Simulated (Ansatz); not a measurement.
# Property card for NaH

These are results of DFT PBE, scalar-relativistic, plane waves, PAW in Ansatz, not measurements.

Cutoff 420 eV; k points 8×8×8 on the computed 2-atom cell (Γ-centred); Gaussian smearing, width 0.02 eV; no spin polarisation.

The structure is relaxed at this level of theory with its symmetry kept, and needn't be the ground state of this composition.

```cif
data_structure
_symmetry_space_group_name_H-M 'P 1'
_symmetry_Int_Tables_number 1
_cell_length_a 3.4163
_cell_length_b 3.4163
_cell_length_c 3.4163
_cell_angle_alpha 60.000
_cell_angle_beta 60.000
_cell_angle_gamma 60.000
_cell_volume 28.19
loop_
_atom_site_label
_atom_site_type_symbol
_atom_site_fract_x
_atom_site_fract_y
_atom_site_fract_z
_atom_site_occupancy
Na1 Na 0.50000 0.50000 0.50000 1
H1 H 0.00000 0.00000 0.00000 1
```

| Property | Result |
| --- | --- |
| Space group | Fm-3m (No. 225) |
| Volume per atom | 14.10 Å³ |
| Formation energy from the elements' standard states (uncorrected) | -0.196 eV/atom |
| Kohn–Sham band gap | 3.76 eV |
| Orbital (Löwdin) character of the top 1 eV of the valence band | H 1s 91 %, Na 3s 7 % |
| Orbital (Löwdin) character of the lowest 1 eV of the conduction band | Na 3s 79 %, unprojected 16 % |
| Bader charge by site (e) | Na (1 in the cell) 0.80, H (1 in the cell) -0.80 |

The cell was reached from a generator's guess, though it ends in a space group that the Crystallography Open Database lists for this formula. Kohn–Sham gaps at this level usually fall short of measured ones. Löwdin shares on free-atom orbitals overweight diffuse shells in the empty bands.
